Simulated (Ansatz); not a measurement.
The system is BN.

```
N B
1.0
     2.49824    0.00000    0.00000
    -1.24912    2.16354    0.00000
     0.00000    0.00000    6.63570
N B
2 2
Cartesian
  1.2491 0.7212 1.6589
  0.0000 1.4424 4.9768
  1.2491 0.7212 4.9768
  0.0000 1.4424 1.6589
```

Program: Ansatz 0.2.0. Alike in all runs: potentials or basis all-electron LAPW, scalar-relativistic; no spin polarisation; cell as given; k mesh 12 × 12 × 4; smearing fermi-dirac 0.05 eV.

Q: Order these runs on this cell by their pressure, lowest first.
A. level PBEsol; cutoff (eV) 526; basis error allowed 0.001 eV/atom
B. level PBE; cutoff (eV) 526; basis error allowed 0.001 eV/atom
C. level LDA; cutoff (eV) 483; basis error allowed 0.002 eV/atom

A: C (-2.8 GPa), A (2.1 GPa), B (5.0 GPa).

Caveats: this functional lacks dispersion, which binds the layers, so the pressure and a relaxed spacing across them are unreliable (some runs).

Not every run made on this cell is shown here.
